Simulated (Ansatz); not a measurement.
Tetradymite Sb₂Te₃ was calculated with PBE (PAW; Ansatz, an electronic-structure program).

Settings: plane-wave cutoff 500 eV, 12×12×12 k mesh, Fermi–Dirac smearing 0.05 eV, scalar-relativistic PAW data made under PBE.

Cell (relaxed at this level):

Sb₂Te₃ has the trigonal space group R-3m, hexagonal axes (No. 166), Pearson symbol hR5. Lattice parameters: a = 4.336 Å, b = 4.336 Å, c = 31.501 Å, α = 90.00°, β = 90.00°, γ = 120.00°. Sb on 6c is surrounded by 3 Te at 3.027 Å and 3 Te at 3.199 Å (octahedral). Te1 on 3a sees 6 Sb at 3.199 Å (octahedral). Te2 on 6c is surrounded by 3 Sb at 3.027 Å (trigonal pyramidal). (Neighbours: up to the widest gap in distance over summed covalent radii, below 1.35, at either atom.)
(The calculation used a cell of 5 atoms; values per cell refer to that cell.)

Q: Predict the band gap.

A: 
- band gap: 0.21 eV (on the SCF k mesh)

Measured, for comparison: band gap 0.3 eV (temperature not stated, not corrected to a static lattice, compiled measured gap; kind and temperature not stated, our sources range from 0.17 to 0.30; as tabulated in Kothakonda et al. (2022), arXiv:2208.02841).

Note: the cell comes from a level without a dispersion term, which matters for the spacing of layers, chains or molecules.

Spin–orbit coupling is not included; with these elements it can move the gap by several tenths of an eV or more.

The computed numbers hold no vibrational or temperature effects.

It cost about 8 core-minutes (a rough figure) of CPU time.
